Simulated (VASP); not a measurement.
# Ge in VASP: one cell, several levels of theory, part 2 of 2

VASP 6.6.1, plane waves, PAW. The steps go on from the part before.

## 3. r2SCAN at this geometry

The input, INCAR:

```
ENCUT = 520.000000
SIGMA = 0.020000
EDIFF = 1.00e-07
ALGO = Normal
METAGGA = R2SCAN
PREC = Accurate
IBRION = -1
ISIF = 2
ISMEAR = -1
NBANDS = 21
NELM = 120
NSW = 0
LASPH = .TRUE.
LCHARG = .FALSE.
LWAVE = .FALSE.
LREAL = .FALSE.
```

The input, KPOINTS:

```
KPOINTS created by Atomic Simulation Environment
0
Gamma
8 8 8
0 0 0
```

The input, KPOINTS_OPT:

```
special points
6
Reciprocal
0.0000000000 0.0000000000 0.0000000000 1
0.5000000000 0.0000000000 0.5000000000 1
0.6250000000 0.2500000000 0.6250000000 1
0.3750000000 0.3750000000 0.7500000000 1
0.5000000000 0.5000000000 0.5000000000 1
0.5000000000 0.2500000000 0.7500000000 1
```

The input, POSCAR:

```
Ge
 1.0000000000000000
    -0.0000000000000000    2.8368735120893840    2.8368735120893840
     2.8368735120893840    0.0000000000000000    2.8368735120893840
     2.8368735120893840    2.8368735120893840   -0.0000000000000000
 Ge
   2
Cartesian
  0.0000000000000000 -0.0000000000000000 -0.0000000000000000
  1.4184367560446920  1.4184367560446920  1.4184367560446920
```

On the command line:

```console
mpirun -np 1 vasp_std
```

Printed to the terminal (iteration lines stand in OSZICAR):

```text
POSCAR found type information on POSCAR Ge
 POSCAR found :  1 types and       2 ions
 -----------------------------------------------------------------------------
|                                                                             |
|                                                                             |
|     You enforced a specific xc type in the INCAR file but a different       |
|     I HOPE YOU KNOW WHAT YOU ARE DOING!                                     |
|                                                                             |
 -----------------------------------------------------------------------------

 LDA part: xc-table for (None), standard interpolation
 POSCAR, INCAR and KPOINTS ok, starting setup
 FFT: planning ... GRIDC
 FFT: planning ... GRID_SOFT
 FFT: planning ... GRID
 WAVECAR not read
 entering main loop
 Start KPOINTS_OPT (optional k-point list driver)
k-point batch [1-6\6]
```

OSZICAR:

```text
N       E                     dE             d eps       ncg     rms          rms(c)
DAV:   1     0.171196132200E+03    0.17120E+03   -0.14803E+04  1345   0.370E+03
DAV:   2    -0.183953752053E+01   -0.17304E+03   -0.16849E+03  1223   0.641E+02
DAV:   3    -0.294702242561E+02   -0.27631E+02   -0.27441E+02  1423   0.146E+02
DAV:   4    -0.304134843277E+02   -0.94326E+00   -0.94283E+00  1353   0.316E+01
DAV:   5    -0.304298555052E+02   -0.16371E-01   -0.16371E-01  1378   0.457E+00    0.333E+00
DAV:   6    -0.277538307447E+02    0.26760E+01   -0.31237E-01  1273   0.938E+00    0.194E+00
DAV:   7    -0.277367298142E+02    0.17101E-01   -0.99465E-02  1557   0.413E+00    0.260E-01
DAV:   8    -0.277361150388E+02    0.61478E-03   -0.50608E-03  1610   0.117E+00    0.104E-01
DAV:   9    -0.277362276235E+02   -0.11258E-03   -0.76278E-03  1627   0.175E+00    0.665E-02
DAV:  10    -0.277359853895E+02    0.24223E-03   -0.52104E-04  1571   0.411E-01    0.315E-02
DAV:  11    -0.277359064209E+02    0.78969E-04   -0.36412E-04  1725   0.359E-01    0.675E-03
DAV:  12    -0.277359090144E+02   -0.25935E-05   -0.18619E-05  1549   0.616E-02    0.366E-03
DAV:  13    -0.277359133871E+02   -0.43727E-05   -0.83529E-07  1381   0.978E-03    0.141E-03
DAV:  14    -0.277359136045E+02   -0.21739E-06   -0.17931E-07   816   0.820E-03    0.102E-03
DAV:  15    -0.277359129980E+02    0.60651E-06   -0.55193E-08   699   0.287E-03    0.110E-04
DAV:  16    -0.277359128858E+02    0.11219E-06   -0.14588E-08   644   0.214E-03    0.102E-04
DAV:  17    -0.277359129659E+02   -0.80099E-07   -0.30650E-09   634   0.913E-04
   1 F= -.27735913E+02 E0= -.27735913E+02  d E =-.787235E-06
       N       E                     dE             ncg
DAV:   1    -0.272903211709E+03   -0.64426E+04      267
DAV:   2    -0.134041361230E+04   -0.10675E+04      252
DAV:   3    -0.150904462692E+04   -0.16863E+03      267
DAV:   4    -0.151455135645E+04   -0.55067E+01      307
DAV:   5    -0.151465008835E+04   -0.98732E-01      272
DAV:   6    -0.151465303579E+04   -0.29474E-02      302
DAV:   7    -0.151465316992E+04   -0.13413E-03      290
DAV:   8    -0.151465317573E+04   -0.58077E-05      307
DAV:   9    -0.151465317607E+04   -0.33881E-06      313
DAV:  10    -0.151465317608E+04   -0.12086E-07      191
```

Parts of OUTCAR:

```text
k-points           NKPTS =     29   k-points in BZ     NKDIM =     29   number of bands    NBANDS=     21

   NELECT =      28.0000    total number of electrons

   dimension x,y,z NGX =    30 NGY =   30 NGZ =   30
   dimension x,y,z NGXF=    60 NGYF=   60 NGZF=   60

  energy-cutoff  :      520.00
  volume of cell :       45.66
      direct lattice vectors                 reciprocal lattice vectors
     0.000000000  2.836873512  2.836873512    -0.176250368  0.176250368  0.176250368
     2.836873512  0.000000000  2.836873512     0.176250368 -0.176250368  0.176250368
     2.836873512  2.836873512  0.000000000     0.176250368  0.176250368 -0.176250368

 k-points in reciprocal lattice and weights: KPOINTS created by Atomic Simulation Env
   0.00000000  0.00000000  0.00000000       0.002
   0.12500000  0.00000000  0.00000000       0.016
   0.25000000  0.00000000  0.00000000       0.016
   0.37500000  0.00000000  0.00000000       0.016
   0.50000000  0.00000000  0.00000000       0.008
   0.12500000  0.12500000  0.00000000       0.012
   0.25000000  0.12500000  0.00000000       0.047
   0.37500000  0.12500000  0.00000000       0.047
[... 21 more k-points ...]

 E-fermi :   4.8921

 k-point     1 :       0.0000    0.0000    0.0000
  band No.  band energies     occupation
      1     -20.7631      2.00000
      2     -20.7631      2.00000
      3     -20.7631      2.00000
      4     -20.7244      2.00000
      5     -20.7244      2.00000
      6     -20.5114      2.00000
      7     -20.5114      2.00000
      8     -20.5114      2.00000
      9     -20.4924      2.00000
     10     -20.4924      2.00000
     11      -8.5179      2.00000
     12       4.7200      1.99963
     13       4.7201      1.99963
     14       4.7201      1.99963
     15       5.0430      0.00106
     16       7.4297      0.00000
     17       7.4298      0.00000
     18       7.4298      0.00000
     19      11.7575      0.00000
     20      14.6332      0.00000
     21      14.6332      0.00000

 k-point     2 :       0.1250    0.0000    0.0000
  band No.  band energies     occupation
      1     -20.7713      2.00000
      2     -20.7712      2.00000
      3     -20.7606      2.00000
      4     -20.7128      2.00000
      5     -20.7127      2.00000
      6     -20.5216      2.00000
      7     -20.5216      2.00000
      8     -20.5144      2.00000
      9     -20.4841      2.00000
     10     -20.4841      2.00000
     11      -8.3198      2.00000
     12       2.3673      2.00000
     13       4.3713      2.00000
     14       4.3714      2.00000
     15       5.9845      0.00000
     16       7.8977      0.00000
     17       7.8978      0.00000
     18       8.4715      0.00000
     19      12.6667      0.00000
     20      13.7623      0.00000
     21      13.7623      0.00000

 k-point     3 :       0.2500    0.0000    0.0000
  band No.  band energies     occupation
      1     -20.7815      2.00000
      2     -20.7815      2.00000
      3     -20.7543      2.00000
      4     -20.6950      2.00000
      5     -20.6950      2.00000
      6     -20.5344      2.00000
      7     -20.5344      2.00000
      8     -20.5217      2.00000
      9     -20.4748      2.00000
     10     -20.4748      2.00000
     11      -7.7449      2.00000
     12      -0.1048      2.00000
     13       3.7984      2.00000
     14       3.7985      2.00000
     15       5.6238      0.00000
     16       8.5680      0.00000
     17       8.5681      0.00000
     18      10.7575      0.00000
     19      13.3258      0.00000
     20      13.5155      0.00000
     21      13.5155      0.00000

 k-point     4 :       0.3750    0.0000    0.0000
  band No.  band energies     occupation
      1     -20.7867      2.00000
      2     -20.7867      2.00000
      3     -20.7480      2.00000
      4     -20.6843      2.00000
      5     -20.6843      2.00000
      6     -20.5408      2.00000
      7     -20.5408      2.00000
      8     -20.5291      2.00000
      9     -20.4702      2.00000
     10     -20.4701      2.00000
     11      -6.9039      2.00000
     12      -2.1424      2.00000
     13       3.3911      2.00000
     14       3.3912      2.00000
     15       5.2645      0.00000
     16       8.7417      0.00000
     17       8.7418      0.00000
     18      12.4673      0.00000
     19      13.6086      0.00000
     20      14.7387      0.00000
     21      14.7387      0.00000

 k-point     5 :       0.5000    0.0000    0.0000
  band No.  band energies     occupation
      1     -20.7879      2.00000
      2     -20.7879      2.00000
      3     -20.7453      2.00000
      4     -20.6814      2.00000
      5     -20.6814      2.00000
      6     -20.5420      2.00000
      7     -20.5420      2.00000
      8     -20.5323      2.00000
      9     -20.4690      2.00000
     10     -20.4690      2.00000
     11      -6.3456      2.00000
     12      -3.1071      2.00000
     13       3.2490      2.00000
     14       3.2491      2.00000
     15       5.1352      0.00001
     16       8.7131      0.00000
     17       8.7132      0.00000
     18      12.3678      0.00000
     19      15.8688      0.00000
     20      16.5082      0.00000
     21      16.5555      0.00000

 k-point     6 :       0.1250    0.1250    0.0000
  band No.  band energies     occupation
      1     -20.7706      2.00000
      2     -20.7689      2.00000
      3     -20.7689      2.00000
      4     -20.7151      2.00000
      5     -20.7003      2.00000
      6     -20.5450      2.00000
      7     -20.5025      2.00000
      8     -20.5024      2.00000
      9     -20.5008      2.00000
     10     -20.4788      2.00000
     11      -8.2526      2.00000
     12       2.3529      2.00000
     13       3.8145      2.00000
     14       3.8145      2.00000
     15       6.8144      0.00000
     16       7.2242      0.00000
     17       8.6766      0.00000
     18       8.6767      0.00000
     19      12.5611      0.00000
     20      12.9635      0.00000
     21      14.9113      0.00000

[... the tables of k-points 7 to 29 left out ...]

  Total        0.0068303      0.0068303      0.0068303      0.0000000      0.0000000      0.0000000
  in kB        0.2396619      0.2396619      0.2396619      0.0000000      0.0000000      0.0000000
  external PRESSURE =       0.2396619 kB  Pullay stress =       0.0000000 kB

 POSITION                                       TOTAL-FORCE (eV/Angst)
 -----------------------------------------------------------------------------------
      0.00000      0.00000      0.00000        -0.000000     -0.000000     -0.000000
      1.41844      1.41844      1.41844         0.000000      0.000000      0.000000
 -----------------------------------------------------------------------------------
    total drift:                                0.000000      0.000000      0.000000

  FREE ENERGIE OF THE ION-ELECTRON SYSTEM (eV)
  ---------------------------------------------------
  free  energy   TOTEN  =       -27.7359129659 eV

  energy  without entropy=      -27.7359121786  energy(sigma->0) =      -27.73591257
```

Run time: 2.2 min. Hardware: 1 MPI rank of Intel Xeon Platinum 8488C, shared host; peak memory 0.18 GiB.

The levels at the points of KPOINTS_OPT are read from vasprun.xml.

Band energies at the special points (eV, zero at the top of v, the last band that the electrons fill by count):

| point | v−1 | v | c | c+1 |
| --- | --- | --- | --- | --- |
| Γ | 0.00 | 0.00 | 0.32 | 2.71 |
| X | -3.20 | -3.20 | 0.98 | 0.98 |
| U | -4.45 | -2.74 | 1.40 | 4.40 |
| K | -4.45 | -2.74 | 1.40 | 4.40 |
| L | -1.47 | -1.47 | 0.42 | 3.99 |
| W | -4.02 | -4.02 | 4.65 | 4.65 |

Gap with r2SCAN: 0.32 eV, direct (Γ). Pressure: 0.02 GPa; the forces vanish within 0.01 eV/Å.

## 4. Results

This closing draws on all 2 parts.

| level | gap (eV) | pressure (GPa) |
| --- | --- | --- |
| PBE | 0.00 | 2.92 |
| r2SCAN | 0.32 | 0.02 |

The gap runs from 0.00 eV (PBE) to 0.32 eV (r2SCAN). A measured gap is 0.744 eV (indirect; 0 K; “Temperature-dependent photoluminescence in Ge: experiment and theory”, 2020, arxiv:2003.00143). The misses are: PBE -0.74, r2SCAN -0.42 eV; r2SCAN comes nearest, though its gap is direct and the measured one indirect. 2 values of this kind are on record (0.666 to 0.744 eV); this one was drawn at random. The calculation is for fixed nuclei; the measurement holds lattice motion too. The pressure is highest with PBE (2.9 GPa) and lowest with r2SCAN (0.0 GPa), which orders the cells that they would relax to.
